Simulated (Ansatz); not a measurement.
**How settings move the G0W0 gap of PbS (Cmcm)**

A 4-atom cell of PbS (Cmcm) from a materials database, relaxed with r2SCAN+rVV10; one-shot G0W0 in Ansatz without spin-orbit coupling. No spin polarisation and no zero-point or thermal motion.

```
Pb S
1.0
     2.06375   -5.86928    0.00000
     2.06375    5.86928    0.00000
     0.00000    0.00000    4.26044
Pb S
2 2
Direct
  0.87228 0.12772 0.75000
  0.12772 0.87228 0.25000
  0.64368 0.35632 0.75000
  0.35632 0.64368 0.25000
```

Gaps are read over the mesh points alone. G0W0 here is at a finite number of bands, screening cutoff and k mesh, not at the basis limit.

| start | potentials | frequency model | mesh | empty bands | screening cutoff (eV) | Kohn-Sham gap (eV) | G0W0 gap (eV) | rough cost |
| --- | --- | --- | --- | --- | --- | --- | --- | --- |
| r2SCAN | PAW | contour deformation | 4×4×4 | 167 | 80 | 1.52 | 1.71 | 5 core-minutes |
| r2SCAN | PAW | contour deformation | 4×4×4 | 388 | 140 | 1.52 | 1.80 | 21 core-minutes |
| HSE06 | PAW | contour deformation | 4×4×4 | 388 | 140 | 1.80 | 1.89 | 50 core-minutes |

The quasiparticle gap on this mesh is 1.80 eV (Z to Y), against 1.52 eV from r2SCAN: +0.28 eV. Renormalisation factors Z lie between 0.73 and 0.80.

Raising bands and cutoff together moves the gap by +0.09 eV (80 to 140 eV); the last step is still large, so the basis limit isn't reached. Starting from HSE06 (1.80 eV against r2SCAN's 1.52 eV) gives 1.89 eV, +0.09 eV from G0W0@r2SCAN at the same screening cutoff. r2SCAN runs take a wave cutoff of 500 eV.
